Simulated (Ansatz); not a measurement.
**Sn (Immm): scan of the energy under strain from a Python script**

What does a strain cost in Sn (Immm)? Wanted for Sn (Immm): a scan of the energy under strain.

Computed with Ansatz 0.2.0 through its Python package. Level of theory: DFT PBEsol, plane waves, PAW.

### 1 Starting point

The structure is orthorhombic, space group Immm (No. 71). The conventional cell has a = 3.453 Å, b = 3.551 Å, c = 4.677 Å, α = 90.00°, β = 90.00°, γ = 90.00°. Around Sn (site symmetry mmm) lie 12 Sn at 3.41 to 3.55 Å.

No structure file is read: the coordinates are typed or built in the script.

### 2 The script

strain_sn.py

```python
"""A tetragonal strain scan of Sn."""

import ansatz as az
import numpy as np

vectors0 = np.array([
    [-1.726539, 1.775547, 2.338342],
    [1.726539, -1.775547, 2.338342],
    [1.726539, 1.775547, -2.338342],
])
sites = [
    ("Sn", [0.0, 0.0, 0.0]),
]


def crystal_on(cell):
    crystal = az.Crystal(lattice=az.Lattice.of(cell))
    for symbol, position in sites:
        crystal = crystal.atom(symbol, position)
    return crystal

# clamped ions: the fractional positions stay as typed
values = np.linspace(-0.01, 0.01, 7)
energies = []
for d in values:
    strain = np.diag([d, d, (1 + d) ** -2 - 1])
    cell = vectors0 @ (np.eye(3) + strain)
    job = (
        crystal_on(cell).calculation()
        .functional("PBEsol")
        .pseudopotentials("paw")
        .occupations("methfessel_paxton", width=0.15)
        .basis(520)
        .kpoints(14, 14, 14)
    )
    data = job.run().report
    energies.append(data["free_energy_ev"] / len(sites))
    print(f"d = {d:+.4f}  F = {energies[-1]:.5f} eV/atom")
energies = np.array(energies)

for value, e in zip(values, energies):
    print(f"strain {value:7.3f}   E - Emin = {1000 * (e - energies.min()):9.3f} meV/atom")
np.savetxt("strain.csv", np.column_stack([values, energies]), fmt="%.6f", delimiter=",", header="strain,energy_eV_per_atom")
curvature = 2 * np.polyfit(values, energies, 3)[1]
volume = abs(np.linalg.det(vectors0)) / len(sites)
print(f"d2E/dd2 over the volume: {curvature / volume * 160.21766:.1f} GPa")
```

### 3 The calls as engine input

The package turns the script's settings into the engine's input (first run):

```yaml
crystal:
  lattice:
    - [-1.70927361, 1.75779153, 2.3858198143046625]
    - [1.70927361, -1.75779153, 2.3858198143046625]
    - [1.70927361, 1.75779153, -2.3858198143046625]
  atoms:
    - { symbol: Sn, position: [0.0, 0.0, 0.0] }
basis:
  ecutwfc: 520.0
kpoints:
  mp_grid:
    grid: [14, 14, 14]
hamiltonian:
  xc: pbesol
  pseudopotentials:
    kind: paw
scf:
  occupations:
    method: methfessel_paxton
    width: 0.15
```

### 4 The run

Started as:

```bash
python strain_sn.py
```

Without the output at hand: what should come out? Wanted: curvature under the strain; range of energy; lowest point, strain.

The runs gave:

| quantity | value |
| --- | --- |
| curvature under the strain | -14.8 GPa |
| runs compared | 7 |
| range of energy | 3.18 meV/atom |
| lowest point, strain | 0.010 |

The lowest point is at the last value of the scan; the highest lies 3.2 meV/atom above it. The unstrained cell isn't the minimum along this strain, so the curvature isn't an elastic constant at equilibrium. A negative curvature there points to an instability against this strain. The curvature belongs to this strain pattern and to the cell's stress; it equals a single elastic constant only for simple patterns. In a metal a curvature from energy changes of a few meV or less hangs on mesh and smearing, in size and even in sign. This isn't the structure that Sn takes at ambient conditions. The ions keep their fractional positions (clamped ions). Whether this is the phase that is stable at ambient conditions was not tested.
